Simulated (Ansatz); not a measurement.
Crystal: CoO.

```xyz
4
Lattice="2.5705 0.0000 0.0000 0.0000 2.5705 0.0000 0.0000 0.0000 5.1411" Properties=species:S:1:pos:R:3 pbc="T T T"
Co    0.0000    0.0000    0.0000
Co    0.0000    0.0000    2.5705
O     1.2853    1.2853    1.2853
O     1.2853    1.2853    3.8558
```

Measurements of this composition are mostly on another form, of space group No. 225.

The cell isn't the ideal one: another cell of the same crystal, with 4 atoms.

Base run:

| Property | Result |
| --- | --- |
| Program | Ansatz 0.2.0 |
| Functional | PBE |
| Potentials or basis | Ansatz PAW |
| Cutoff | 420 eV |
| Density cutoff | 1680 eV |
| k mesh | 10 × 10 × 5 |
| Occupations | fermi-dirac, width 0.05 eV |
| Spin | collinear spin, antiferromagnetic start |
| Starting moments | [2.0, -2.0, 0.0, 0.0] μB |
| Hubbard terms | Co d U = 6 eV |

Its results: band gap on the k mesh 2.17 eV; pressure 24.6 GPa; net moment 0.00 μB per cell; site moments Co +2.59, -2.59; O -0.00, +0.00 μB.

Q: The run is repeated on the same cell with these changes: hubbard terms from Co d U = 6 eV to Co d U = 5 eV. What comes out?

A: Band gap on the k mesh 2.20 eV; pressure 22.6 GPa; net moment 0.00 μB per cell; site moments Co +2.56, -2.56; O -0.00, +0.00 μB.

Caveats: the magnetic or orbital state may not be the lowest; odd divisions of the mesh miss points on the zone boundary, where band edges often lie, so the gap on the mesh can be too wide; the density of states is complete only up to the lowest level of the last band computed.

A k mesh can miss the band edges.

Not every run made on this cell is shown here.
